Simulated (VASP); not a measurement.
Here is a VASP 6.6.1 calculation.

INCAR

```
PREC = Accurate ; ENCUT = 500
EDIFF = 1E-6 ; ISMEAR = 0
SIGMA = 0.01 ; LREAL = F
LASPH = T ; NELM = 120
ALGO = Normal ; ISIF = 2
LWAVE = F ; LCHARG = F
NBANDS = 11 ; GGA_COMPAT = F
```

KPOINTS

```
Automatic mesh
0
Gamma
  8 8 8
```

Contents of POSCAR:

```
AlP
1.0
    0.0000000000      2.7255000000      2.7255000000
    2.7255000000      0.0000000000      2.7255000000
    2.7255000000      2.7255000000      0.0000000000
Al P
1 1
Direct
    0.0000000000      0.0000000000      0.0000000000
    0.2500000000      0.2500000000      0.2500000000
```

Potentials or basis: VASP PAW LDA potentials, release 64 (Al, P).

Launch:

```bash
$ cat potpaw_LDA.64/Al/POTCAR potpaw_LDA.64/P/POTCAR > POTCAR
$ mpirun -np 1 vasp_std > vasp.out
```

**Question.** Predict the pressure.

**Answer.** -0.8 GPa.

**Question.** Predict the band gap on the k mesh.

**Answer.** 1.43 eV, indirect (least direct gap 3.16 eV).

**The experiment to reproduce.**

From a printed reference work, data compilation, for a bulk crystal of AlP at 4.2 K: band gap 2.505 eV (indirect).

A measured gap of AlP is 2.505 eV (indirect; 4.2 K; a printed reference work, data compilation); the calculated 1.43 eV misses it by -1.07 eV. The value is that of LDA on a finite k mesh, which can miss the band edges, without temperature or zero-point motion. Semilocal functionals fall short of measured gaps as a rule.
